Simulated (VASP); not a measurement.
# TePb (Fm-3m) in VASP: further runs

Aim: see how the results for TePb move with the level of theory and the settings. Levels: vdW-DF2, optB86b-vdW, optB88-vdW, optPBE-vdW. Tasks: relaxation of cell and atoms.

Program: VASP 6.6.1. These are calculated values, not measurements. Logs are shortened: lines on timing, memory, paths and dates and some standing lists are left out, and cuts for length are marked.

### 1 The structure

It takes space group Fm-3m (No. 225, cubic). The conventional cell has a = 6.462 Å, b = 6.462 Å, c = 6.462 Å, α = 90.00°, β = 90.00°, γ = 90.00°. Around Pb (site symmetry m-3m) lie 6 Te at 3.23 Å. Te (site symmetry m-3m) has 6 Pb at 3.23 Å as nearest neighbours.

### 2 Relaxation of cell and atoms, vdW-DF2

Contents of INCAR:

```
SYSTEM = TePb
  AGGAC = 0.0
  ALGO = Fast
  EDIFF = 1E-7
  EDIFFG = -0.01
  ENCUT = 600
  GGA = ML
  IBRION = 2
  ISIF = 3
  ISMEAR = -1
  LASPH = .TRUE.
  LCHARG = .FALSE.
  LREAL = .FALSE.
  LUSE_VDW = .TRUE.
  LWAVE = .FALSE.
  NELM = 60
  NSW = 60
  PREC = Accurate
  SIGMA = 0.05
  ZAB_VDW = -1.8867
```

Contents of KPOINTS:

```
k-points
0
G
  7 7 7
  0 0 0
```

Contents of POSCAR:

```
TePb
1.0
    0.0000000000      3.2310000000      3.2310000000
    3.2310000000      0.0000000000      3.2310000000
    3.2310000000      3.2310000000      0.0000000000
Pb Te
1 1
Direct
    0.0000000000      0.0000000000      0.0000000000
    0.5000000000      0.5000000000      0.5000000000
```

Potentials or basis: VASP PAW PBE potentials, release 64 (Pb_d, Te).

Command:

```console
$ cat potpaw_PBE.64/Pb_d/POTCAR potpaw_PBE.64/Te/POTCAR > POTCAR
$ mpirun -np 1 vasp_std > vasp.out
```

OUTCAR:

```text
SYSTEM = TePb
   EDIFF = 1E-7
   EDIFFG = -0.01
   ENCUT = 600
   GGA = ML
   IBRION = 2
   ISIF = 3
   ISMEAR = -1
   LASPH = .TRUE.
   LREAL = .FALSE.
   NELM = 60
   NSW = 60
   PREC = Accurate

 ion  position               nearest neighbor table
   1  0.000  0.000  0.000-   2 3.23   2 3.23   2 3.23   2 3.23   2 3.23   2 3.23
   2  0.500  0.500  0.500-   1 3.23   1 3.23   1 3.23   1 3.23   1 3.23   1 3.23

  LATTYP: Found a face centered cubic cell.
 ALAT       =     6.4620000000

  Lattice vectors:

 A1 = (   0.0000000000,   3.2310000000,   3.2310000000)
 A2 = (   3.2310000000,   0.0000000000,   3.2310000000)
 A3 = (   3.2310000000,   3.2310000000,   0.0000000000)

Analysis of symmetry for initial positions (statically):
=====================================================================
 Subroutine PRICEL returns:
 Original cell was already a primitive cell.

 Routine SETGRP: Setting up the symmetry group for a
 face centered cubic supercell.

 Subroutine GETGRP returns: Found 48 space group operations
 (whereof 48 operations were pure point group operations)
 out of a pool of 48 trial point group operations.

The static configuration has the point symmetry O_h .

Analysis of symmetry for dynamics (positions and initial velocities):
=====================================================================
 Subroutine PRICEL returns:
 Original cell was already a primitive cell.

 Routine SETGRP: Setting up the symmetry group for a
 face centered cubic supercell.

 Subroutine GETGRP returns: Found 48 space group operations
 (whereof 48 operations were pure point group operations)
 out of a pool of 48 trial point group operations.

The dynamic configuration has the point symmetry O_h .

 Subroutine INISYM returns: Found 48 space group operations
 (whereof 48 operations are pure point group operations),
 and found     1 'primitive' translations

----------------------------------------------------------------------------------------

                                     Primitive cell

  volume of cell :      67.4592

  direct lattice vectors                    reciprocal lattice vectors
     0.000000000  3.231000000  3.231000000    -0.154750851  0.154750851  0.154750851
     3.231000000  0.000000000  3.231000000     0.154750851 -0.154750851  0.154750851
     3.231000000  3.231000000  0.000000000     0.154750851  0.154750851 -0.154750851

  length of vectors
     4.569324020  4.569324020  4.569324020     0.268036337  0.268036337  0.268036337

  position of ions in fractional coordinates (direct lattice)
     0.000000000  0.000000000  0.000000000
     0.500000000  0.500000000  0.500000000

  ion indices of the primitive-cell ions
   primitive index   ion index
                 1           1
                 2           2

----------------------------------------------------------------------------------------

 KPOINTS: k-points

Automatic generation of k-mesh.
 Grid dimensions read from file:
 generate k-points for:    7    7    7

 Generating k-lattice:

  Cartesian coordinates                     Fractional coordinates (reciprocal lattice)
    -0.022107264  0.022107264  0.022107264     0.142857143  0.000000000  0.000000000
     0.022107264 -0.022107264  0.022107264     0.000000000  0.142857143  0.000000000
     0.022107264  0.022107264 -0.022107264     0.000000000  0.000000000  0.142857143

  Length of vectors
     0.038290905  0.038290905  0.038290905

  Shift w.r.t. Gamma in fractional coordinates (k-lattice)
     0.000000000  0.000000000  0.000000000

 Subroutine IBZKPT returns following result:
 ===========================================

 Found     20 irreducible k-points:

 Following reciprocal coordinates:
            Coordinates               Weight
  0.000000  0.000000  0.000000      1.000000
  0.142857  0.000000  0.000000      8.000000
  0.285714  0.000000  0.000000      8.000000
  0.428571  0.000000  0.000000      8.000000
  0.142857  0.142857  0.000000      6.000000
  0.285714  0.142857  0.000000     24.000000
[... 12 lines left out ...]
 -0.428571  0.428571  0.142857     24.000000
 -0.285714  0.428571  0.142857     24.000000
   k-points           NKPTS =     20   k-points in BZ     NKDIM =     20   number of bands    NBANDS=     14
   number of dos      NEDOS =    301   number of ions     NIONS =      2
   total plane-waves  NPLWV =  64000
   dimension x,y,z NGX =    40 NGY =   40 NGZ =   40
   dimension x,y,z NGXF=    80 NGYF=   80 NGZF=   80
   ions per type =               1   1
   NGX,Y,Z   is equivalent  to a cutoff of  14.55, 14.55, 14.55 a.u.
   NGXF,Y,Z  is equivalent  to a cutoff of  29.11, 29.11, 29.11 a.u.
 SYSTEM =  TePb
   PREC   = accura    normal or accurate (medium, high low for compatibility)
   ISTART =      0    job   : 0-new  1-cont  2-samecut
   ICHARG =      2    charge: 1-file 2-atom 10-const
   ISPIN  =      1    spin polarized calculation?
   LNONCOLLINEAR =      F non collinear calculations
[... 19 lines left out ...]
   ISMEAR =    -1;   SIGMA  =   0.05  broadening in eV -4-tet -1-fermi 0-gaus
   EFERMI_NEDOS =   21; number of points for ismear=-14 and -15
   IALGO  =     68    algorithm
   IMIX   =      4    mixing-type and parameters
     AMIX     =   0.40;   BMIX     =  1.00
     AMIX_MAG =   1.60;   BMIX_MAG =  1.00
  volume/ion in A,a.u.               =      33.73       227.62
  Fermi-wavevector in a.u.,A,eV,Ry     =   1.091619  2.062861 16.213147  1.191633
  Thomas-Fermi vector in A             =   2.227868
   LORBIT       =      0    0 simple, 1 ext, 2 COOP (PROOUT), +10 PAW based schemes
   GGA     = ML    functional components
   LHFCALC =     F    Hartree Fock is set to
   AEXX    =    0.0000 exact exchange contribution
   IVDW_NL    =     1    kernel type
   BPARAM     = 6.3000
   IVDW    =     0    specifies the selected vdW correction
   LEPSILON=     F    determine dielectric tensor
   LRPA    =     F    only Hartree local field effects (RPA)
 conjugate gradient relaxation of ions
 non-spin polarized calculation
 RMM-DIIS sequential band-by-band and
  energy-cutoff  :      600.00
  volume of cell :       67.46
 maximum number of plane-waves:      2259
 NGX is ok and might be reduce to    40
   NGX = 19   NGY = 19   NGZ = 19

--------------------------------------- Ionic step        1  -------------------------------------------

 number of electron      19.9999998 magnetization

 Free energy of the ion-electron system (eV)
  ---------------------------------------------------
  ext. energy  EPLUGINS =         0.00000000
  ---------------------------------------------------
  free energy    TOTEN  =        -1.87176370 eV

  energy without entropy =       -1.87176200  energy(sigma->0) =       -1.87176285

 E-fermi :   6.1774     XC(G=0):  -9.0369

 val. band max:        5.6433722221   @ k =   0.4286   0.0000   0.0000
 cond. band min:       6.6976978775   @ k =   0.4286   0.0000   0.0000
 fundamental gap:      1.0543256554
 Fermi energy:         6.1773618388

 k-point     1 :       0.0000    0.0000    0.0000
  band No.  band energies     occupation
      1     -11.0089      2.00000
      2     -11.0089      2.00000
      3     -10.9901      2.00000
      4     -10.9901      2.00000
      5     -10.9901      2.00000
      6      -6.2973      2.00000
      7      -0.0420      2.00000
      8       4.4047      2.00000
      9       4.4047      2.00000
     10       4.4047      2.00000
     11       9.6819      0.00000
     12       9.6819      0.00000
     13       9.6819      0.00000
     14      11.7901      0.00000

 k-point     2 :       0.1429    0.0000    0.0000
  band No.  band energies     occupation
      1     -11.0112      2.00000
      2     -11.0112      2.00000
      3     -10.9896      2.00000
      4     -10.9875      2.00000
      5     -10.9875      2.00000
      6      -6.1249      2.00000
      7      -0.5702      2.00000
      8       4.4617      2.00000
      9       4.4617      2.00000
     10       4.6976      2.00000
[... 375 lines left out ...]
  FREE ENERGIE OF THE ION-ELECTRON SYSTEM (eV)
  ---------------------------------------------------
  free  energy   TOTEN  =        -2.0523020568 eV

  energy  without entropy=       -2.0523008822  energy(sigma->0) =       -2.05230147

Total vdW correction in eV:      3.7767867

--------------------------------------- Ionic step        3  -------------------------------------------

 number of electron      20.0000000 magnetization

 Free energy of the ion-electron system (eV)
  ---------------------------------------------------
  ext. energy  EPLUGINS =         0.00000000
  ---------------------------------------------------
  free energy    TOTEN  =        -2.07183692 eV

  energy without entropy =       -2.07183589  energy(sigma->0) =       -2.07183640

 E-fermi :   4.4808     XC(G=0):  -8.4675

 val. band max:        3.8698232644   @ k =   0.4286   0.0000   0.0000
 cond. band min:       5.0306371804   @ k =   0.4286   0.0000   0.0000
 fundamental gap:      1.1608139160
 Fermi energy:         4.4808258380

 k-point     1 :       0.0000    0.0000    0.0000
  band No.  band energies     occupation
      1     -12.6180      2.00000
      2     -12.6180      2.00000
      3     -12.6082      2.00000
      4     -12.6082      2.00000
      5     -12.6082      2.00000
      6      -7.0235      2.00000
      7      -2.1901      2.00000
      8       3.1059      2.00000
      9       3.1059      2.00000
     10       3.1059      2.00000
     11       7.6488      0.00000
     12       7.6488      0.00000
     13       7.6488      0.00000
     14      10.2311      0.00000

 k-point     2 :       0.1429    0.0000    0.0000
  band No.  band energies     occupation
      1     -12.6189      2.00000
      2     -12.6189      2.00000
      3     -12.6078      2.00000
      4     -12.6068      2.00000
      5     -12.6068      2.00000
      6      -6.8860      2.00000
      7      -2.5143      2.00000
      8       3.1538      2.00000
      9       3.1538      2.00000
     10       3.2530      2.00000
[... 330 lines left out ...]
 POSITION                                       TOTAL-FORCE (eV/Angst)
 -----------------------------------------------------------------------------------
      0.00000      0.00000      0.00000         0.000000      0.000000     -0.000000
      3.39411      3.39411      3.39411        -0.000000      0.000000      0.000000
 -----------------------------------------------------------------------------------
    total drift:                                0.000000     -0.000000     -0.000000

  FREE ENERGIE OF THE ION-ELECTRON SYSTEM (eV)
  ---------------------------------------------------
  free  energy   TOTEN  =        -2.0718369181 eV

  energy  without entropy=       -2.0718358871  energy(sigma->0) =       -2.07183640

Total vdW correction in eV:      3.7195216

 reached required accuracy - stopping structural energy minimisation
```

Run time: 3.6 min. Hardware: 1 thread of AMD EPYC 9R45 (Zen 5), shared host; peak memory 0.55 GiB.

What came out:

```
Free energy                            : -2.0718 eV
Relaxed volume                         : 39.10 Å³/atom
Relaxed cell                           : a = 4.800 Å, b = 4.800 Å, c = 4.800 Å, α = 60.00°, β = 60.00°, γ = 60.00°
Space group after relaxing (to 0.05 Å) : Fm-3m (No. 225)
Energy gained by relaxing              : 100.0 meV/atom
Ionic steps                            : 3
Pressure after relaxing                : 0.0 GPa
```

The path:
| step | energy change (eV) | largest force (eV/Å) | pressure (GPa) | volume (Å³) |
| --- | --- | --- | --- | --- |
| 1 | 0.0000 | 0.0000 | 6.76 | 67.46 |
| 2 | -0.1805 | 0.0000 | -1.48 | 82.33 |
| 3 | -0.2001 | 0.0000 | 0.04 | 78.20 |

Final structure:
```xyz
2
Lattice="0.0000 3.3941 3.3941 3.3941 0.0000 3.3941 3.3941 3.3941 0.0000" Properties=species:S:1:pos:R:3 pbc="T T T"
Pb    0.0000    0.0000    0.0000
Te    3.3941    3.3941    3.3941
```

Caveat: this odd mesh misses L, where the gap lies, so gap, dielectric constants and Born charges aren't listed; the volume moved by over 15 % at a fixed basis, so the end points are rough; the PAW data sets were made with another functional, which shifts forces and pressure a little; the volume moved by +16 % from the deposited cell, more than functionals usually miss. Zero-point motion and thermal expansion aren't in these numbers.

### 3 Relaxation of cell and atoms, optB86b-vdW

Contents of INCAR:

```
SYSTEM = TePb
PREC     = Accurate       ! precision mode
ENCUT    = 600            ! plane-wave cutoff, eV
EDIFF    = 1E-7           ! SCF threshold, eV
ISMEAR   = -1             ! smearing method
SIGMA    = 0.05           ! smearing width, eV
LREAL    = .False.        ! projectors in reciprocal space
LASPH    = .True.         ! aspherical terms in the spheres
NELM     = 80             ! most SCF steps
ALGO     = Normal         ! electronic algorithm
ISIF     = 3              ! what is computed and relaxed
LWAVE    = .False.        ! write WAVECAR
LCHARG   = .False.        ! write CHGCAR
GGA      = MK             ! functional
LUSE_VDW = .True.       
AGGAC    = 0.0          
PARAM1   = 0.1234       
PARAM2   = 1.0          
IBRION   = 2              ! ionic algorithm
NSW      = 40             ! ionic steps
EDIFFG   = -0.01          ! ionic threshold
```

Contents of KPOINTS:

```
Automatic mesh
0
Gamma
  7 7 7
  0 0 0
```

POSCAR is that of step 2.

Potentials or basis: VASP PAW PBE potentials, release 64 (Pb_d, Te).

Command:

```console
$ cat potpaw_PBE.64/Pb_d/POTCAR potpaw_PBE.64/Te/POTCAR > POTCAR
$ mpirun -np 1 vasp_std > vasp.out
```

Wall time 2.7 min (1 thread of AMD EPYC 9R45 (Zen 5), shared host); peak memory 0.55 GiB.

The run converged. Its results:

- Free energy: -2.5804 eV
- Relaxed volume: 34.40 Å³/atom
- Relaxed cell: a = 4.599 Å, b = 4.599 Å, c = 4.599 Å, α = 60.00°, β = 60.00°, γ = 60.00°
- Space group after relaxing (to 0.05 Å): Fm-3m (No. 225)
- Energy gained by relaxing: 1.8 meV/atom
- Ionic steps: 3
- Pressure after relaxing: 0.0 GPa

Step by step:
| step | energy change (eV) | largest force (eV/Å) | pressure (GPa) | volume (Å³) |
| --- | --- | --- | --- | --- |
| 1 | 0.0000 | 0.0000 | 0.87 | 67.46 |
| 2 | -0.0031 | 0.0000 | -0.29 | 69.27 |
| 3 | -0.0036 | 0.0000 | 0.00 | 68.79 |

Final structure:
```xyz
2
Lattice="0.0000 3.2522 3.2522 3.2522 0.0000 3.2522 3.2522 3.2522 0.0000" Properties=species:S:1:pos:R:3 pbc="T T T"
Pb    0.0000    0.0000    0.0000
Te    3.2522    3.2522    3.2522
```

Levels at points of the mesh, in eV from the Fermi level:
```csv
k point,band 6,band 7,band 8,band 9,band 10,band 11,band 12,band 13,band 14
"(0.00, 0.00, 0.00)",-12.28,-6.13,-1.68,-1.68,-1.68,3.59,3.59,3.59,5.46
```

Caveat: this odd mesh misses L, where the gap lies, so gap, dielectric constants and Born charges aren't listed; the PAW data sets were made with another functional, which shifts forces and pressure a little.

### 4 Relaxation of cell and atoms, optB88-vdW

Contents of INCAR:

```
SYSTEM = TePb
PREC = Accurate
ENCUT = 600
EDIFF = 1E-6
ISMEAR = -1
SIGMA = 0.05
LREAL = .FALSE.
LASPH = .TRUE.
NELM = 80
ALGO = Normal
ISIF = 3
LWAVE = .FALSE.
LCHARG = .FALSE.
GGA = BO
LUSE_VDW = .TRUE.
AGGAC = 0.0
PARAM1 = 0.1833333333
PARAM2 = 0.22
IBRION = 2
NSW = 40
EDIFFG = -0.02
```

Contents of KPOINTS:

```
Automatic mesh
0
G
  7 7 7
  0 0 0
```

POSCAR is that of step 3.

Command:

```console
$ cat potpaw_PBE.64/Pb_d/POTCAR potpaw_PBE.64/Te/POTCAR > POTCAR
$ mpirun -np 1 vasp_std > vasp.out
```

Wall time 2.2 min (1 thread of AMD EPYC 9R45 (Zen 5), shared host); peak memory 0.55 GiB.

It converged, with:

```
Free energy                            : -2.4048 eV
Relaxed volume                         : 35.18 Å³/atom
Relaxed cell                           : a = 4.634 Å, b = 4.634 Å, c = 4.634 Å, α = 60.00°, β = 60.00°, γ = 60.00°
Space group after relaxing (to 0.05 Å) : Fm-3m (No. 225)
Energy gained by relaxing              : 8.2 meV/atom
Ionic steps                            : 3
Pressure after relaxing                : 0.0 GPa
```

Step by step:
```csv
step,energy change (eV),largest force (eV/Å),pressure (GPa),volume (Å³)
1,0.0000,0.0000,1.88,67.46
2,-0.0145,0.0000,-0.59,71.40
3,-0.0165,0.0000,0.00,70.36
```

Final structure:
```cif
data_structure
_symmetry_space_group_name_H-M 'P 1'
_symmetry_Int_Tables_number 1
_cell_length_a 4.6338
_cell_length_b 4.6338
_cell_length_c 4.6338
_cell_angle_alpha 60.000
_cell_angle_beta 60.000
_cell_angle_gamma 60.000
_cell_volume 70.36
loop_
_atom_site_label
_atom_site_type_symbol
_atom_site_fract_x
_atom_site_fract_y
_atom_site_fract_z
_atom_site_occupancy
Pb1 Pb 0.00000 0.00000 0.00000 1
Te1 Te 0.50000 0.50000 0.50000 1
```

Levels at points of the mesh, in eV from the Fermi level:
| k point | band 8 | band 9 | band 10 | band 11 | band 12 | band 13 |
| --- | --- | --- | --- | --- | --- | --- |
| (0.00, 0.00, 0.00) | -1.62 | -1.62 | -1.62 | 3.51 | 3.51 | 3.51 |

Caveat: this odd mesh misses L, where the gap lies, so gap, dielectric constants and Born charges aren't listed; the PAW data sets were made with another functional, which shifts forces and pressure a little. Spin-orbit coupling is left out, which matters for the levels of Pb, Te.

### 5 Relaxation of cell and atoms, optPBE-vdW

Contents of INCAR:

```
AGGAC = 0.0 ; ALGO = Normal
EDIFF = 1E-6 ; EDIFFG = -0.01
ENCUT = 600 ; GGA = OR
IBRION = 2 ; ISIF = 3
ISMEAR = -1 ; LASPH = T
LCHARG = F ; LREAL = F
LUSE_VDW = T ; LWAVE = F
NELM = 80 ; NSW = 40
PREC = Accurate ; SIGMA = 0.05
```

Contents of KPOINTS:

```
k-points
0
Gamma
  7 7 7
```

POSCAR is that of step 4.

Command:

```console
$ cat potpaw_PBE.64/Pb_d/POTCAR potpaw_PBE.64/Te/POTCAR > POTCAR
$ mpirun -np 1 vasp_std > vasp.out
```

Wall time 2.4 min (1 thread of AMD EPYC 9R45 (Zen 5), shared host); peak memory 0.55 GiB.

Results (log left out):

| Item | Value |
| --- | --- |
| Free energy | -2.1433 eV |
| Relaxed volume | 35.94 Å³/atom |
| Relaxed cell | a = 4.667 Å, b = 4.667 Å, c = 4.667 Å, α = 60.00°, β = 60.00°, γ = 60.00° |
| Space group after relaxing (to 0.05 Å) | Fm-3m (No. 225) |
| Energy gained by relaxing | 18.1 meV/atom |
| Ionic steps | 3 |
| Pressure after relaxing | 0.0 GPa |

The path:
```
step  energy change (eV)  largest force (eV/Å)  pressure (GPa)  volume (Å³)
   1              0.0000                0.0000            2.77        67.46
   2             -0.0329                0.0000           -0.73        73.32
   3             -0.0363                0.0000            0.00        71.87
```

Final structure:
```
Pb Te
1.0
     0.00000    3.29995    3.29995
     3.29995    0.00000    3.29995
     3.29995    3.29995    0.00000
Pb Te
1 1
Direct
  0.00000 0.00000 0.00000
  0.50000 0.50000 0.50000
```

Levels at points of the mesh, in eV from the Fermi level:
```tsv
k point	band 6	band 7	band 8	band 9	band 10	band 11	band 12	band 13	band 14
(0.00, 0.00, 0.00)	-12.00	-6.32	-1.59	-1.59	-1.59	3.47	3.47	3.47	5.55
```

Caveat: this odd mesh misses L, where the gap lies, so gap, dielectric constants and Born charges aren't listed; the PAW data sets were made with another functional, which shifts forces and pressure a little.

### 6 For comparison

An earlier run on the cell as given: functional PBEsol; potentials or basis VASP PAW PBE potentials, release 64 (Pb_d, Te); cutoff 520 eV; k mesh 7 × 7 × 7; occupations fermi-dirac, width 0.05 eV; no spin polarisation.

* Pressure: -0.4 GPa

### 7 The runs side by side

```tsv
task	level	cell	cutoff (eV)	ladder	pressure (GPa)	relaxed volume (Å³/atom)
relaxation of cell and atoms	vdW-DF2	relaxed	600	-	0.0	39.10
relaxation of cell and atoms	optB86b-vdW	relaxed	600	-	0.0	34.40
relaxation of cell and atoms	optB88-vdW	relaxed	600	-	0.0	35.18
relaxation of cell and atoms	optPBE-vdW	relaxed	600	-	0.0	35.94
single point	PBEsol	as given	520	free	-0.4	-
```

Alike in all rows: potentials or basis VASP PAW PBE potentials, release 64 (Pb_d, Te); no spin polarisation; k mesh 7 × 7 × 7; smearing fermi-dirac 0.05 eV.

Caveats: the PAW data sets were made with another functional, which shifts forces and pressure a little; the volume moved by over 15 % at a fixed basis, so the end points are rough (some runs); the volume moved by +16 % from the deposited cell, more than functionals usually miss (some runs).

Absolute energies hang on the potentials; compare differences alone.
